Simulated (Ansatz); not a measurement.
## Molecular dynamics of C

Input file:

```yaml
crystal:
  lattice:
    - [0.0, 3.68524, 3.68524]
    - [3.68524, 0.0, 3.68524]
    - [3.68524, 3.68524, 0.0]
  atoms:
    - { symbol: C, position: [-0.01413966, 0.01263238, -0.02639621] }
    - { symbol: C, position: [0.11890478, 0.11703461, 0.12334065] }
    - { symbol: C, position: [0.01566462, -0.01912306, 0.50037403] }
    - { symbol: C, position: [0.12511136, 0.13180666, 0.62192041] }
    - { symbol: C, position: [0.01624759, 0.48458093, 0.01737064] }
    - { symbol: C, position: [0.10207248, 0.64101696, 0.13758678] }
    - { symbol: C, position: [0.00426916, 0.51967769, 0.49127988] }
    - { symbol: C, position: [0.12597868, 0.61282643, 0.64679873] }
    - { symbol: C, position: [0.49165659, -0.0217094, 0.02298184] }
    - { symbol: C, position: [0.5994634, 0.14646172, 0.10274674] }
    - { symbol: C, position: [0.52490842, 0.01214734, 0.46484493] }
    - { symbol: C, position: [0.63594894, 0.09991983, 0.63216996] }
    - { symbol: C, position: [0.48150502, 0.5353166, -0.01433272] }
    - { symbol: C, position: [0.63310652, 0.60114335, 0.15178611] }
    - { symbol: C, position: [0.51497938, 0.48959242, 0.49135476] }
    - { symbol: C, position: [0.62432275, 0.63667554, 0.63617347] }
basis:
  ecutwfc: 420.0
kpoints:
  mp_grid: { grid: [3, 3, 3] }
hamiltonian:
  xc: pbe
scf:
  occupations: { method: fermi_dirac, width: 0.17 }
  lower_state_search: "off"
md:
  timestep: 1
  n_steps: 160
  ensemble: nve
  temperature: 1200.0
  initial_velocities: maxwell_boltzmann
  seed: 979404
```

Command:

```bash
$ ansatz run input.yaml --threads 1 --pin off --max-ram 3072MiB --backend cpu --events-out ev --progress --plain --runs-dir out
```

It goes on from the last frame of an earlier run, with new velocities.

Output, in part (step lines):

```
md step     0: t =     0.00 fs  T =  1200.0 K  F+E_penalty+E_count = -4009.13815248 eV  E_kin = 2.326680 eV  conserved = -4006.81147250 eV  (7 SCF iters)
md step     1: t =     1.00 fs  T =  1171.6 K  F+E_penalty+E_count = -4009.08269276 eV  E_kin = 2.271538 eV  conserved = -4006.81115522 eV  (7 SCF iters)
md step     2: t =     2.00 fs  T =  1158.9 K  F+E_penalty+E_count = -4009.05860467 eV  E_kin = 2.247066 eV  conserved = -4006.81153889 eV  (7 SCF iters)
md step     3: t =     3.00 fs  T =  1159.1 K  F+E_penalty+E_count = -4009.05980200 eV  E_kin = 2.247403 eV  conserved = -4006.81239921 eV  (7 SCF iters)
md step     4: t =     4.00 fs  T =  1165.4 K  F+E_penalty+E_count = -4009.07279431 eV  E_kin = 2.259546 eV  conserved = -4006.81324822 eV  (7 SCF iters)
md step     5: t =     5.00 fs  T =  1170.9 K  F+E_penalty+E_count = -4009.08391500 eV  E_kin = 2.270307 eV  conserved = -4006.81360783 eV  (4 SCF iters)
md step     6: t =     6.00 fs  T =  1172.4 K  F+E_penalty+E_count = -4009.08644725 eV  E_kin = 2.273172 eV  conserved = -4006.81327487 eV  (4 SCF iters)
md step     7: t =     7.00 fs  T =  1171.5 K  F+E_penalty+E_count = -4009.08379585 eV  E_kin = 2.271389 eV  conserved = -4006.81240679 eV  (4 SCF iters)
[... lines left out ...]
md step   159: t =   159.00 fs  T =  1161.0 K  F+E_penalty+E_count = -4009.06281946 eV  E_kin = 2.251148 eV  conserved = -4006.81167147 eV  (3 SCF iters)
md step   160: t =   160.00 fs  T =  1160.6 K  F+E_penalty+E_count = -4009.06223101 eV  E_kin = 2.250231 eV  conserved = -4006.81199973 eV  (7 SCF iters)
```

The steps, from the saved trajectory:

```tsv
time (fs)	T (K)	potential energy less start (eV)	conserved less start (meV/atom)
0.0	1200	0.000	0.00
5.0	1171	0.054	-0.13
10.0	1213	-0.025	0.06
15.0	1461	-0.509	-0.20
20.0	1420	-0.428	-0.10
25.0	1216	-0.033	-0.10
30.0	1110	0.176	0.08
35.0	1299	-0.196	-0.29
40.0	1154	0.092	0.15
45.0	1421	-0.430	-0.11
50.0	1546	-0.676	-0.35
55.0	1072	0.250	0.14
60.0	1157	0.084	-0.02
65.0	1437	-0.465	-0.31
70.0	1162	0.075	0.08
75.0	1171	0.056	0.04
80.0	1464	-0.517	-0.24
85.0	1376	-0.342	-0.06
90.0	1321	-0.236	-0.12
95.0	1146	0.101	-0.15
100.0	894	0.598	0.31
105.0	1515	-0.614	-0.27
110.0	1637	-0.853	-0.34
115.0	1099	0.198	0.17
120.0	1187	0.024	-0.06
125.0	1346	-0.288	-0.23
130.0	1131	0.135	0.07
135.0	1235	-0.068	0.00
140.0	1455	-0.499	-0.28
145.0	1286	-0.167	0.05
150.0	1335	-0.264	-0.17
155.0	1236	-0.071	-0.05
160.0	1161	0.076	-0.03
```

The run went to its last step. The conserved energy stayed within 0.53 meV per atom of its start (net change -0.033 meV per atom), so the integration is sound. A run of 0.16 ps of so small a system gives no equilibrium averages.

Mean squared displacements from the first frame to the last, about the centre of mass: C 0.05 Å².

Last frame:

```xyz
16
Lattice="0.0000 3.6852 3.6852 3.6852 0.0000 3.6852 3.6852 3.6852 0.0000" Properties=species:S:1:pos:R:3
C 0.024 0.146 0.052
C 0.954 0.929 1.028
C 1.963 1.794 -0.056
C 2.779 2.752 0.933
C 1.780 -0.098 1.777
C 2.671 0.957 2.747
C 3.659 1.841 1.821
C 4.563 2.679 2.812
C 0.072 1.808 1.875
C 0.860 2.986 2.709
C 1.895 3.764 1.740
C 2.760 4.440 2.813
C 1.812 1.927 3.655
C 2.805 2.675 4.670
C 3.678 3.600 3.696
C 4.577 4.653 4.582
```

Time of the run: 9.4 min on 1 thread of Arm Neoverse V2 (shared host), peak memory 0.34 GiB.
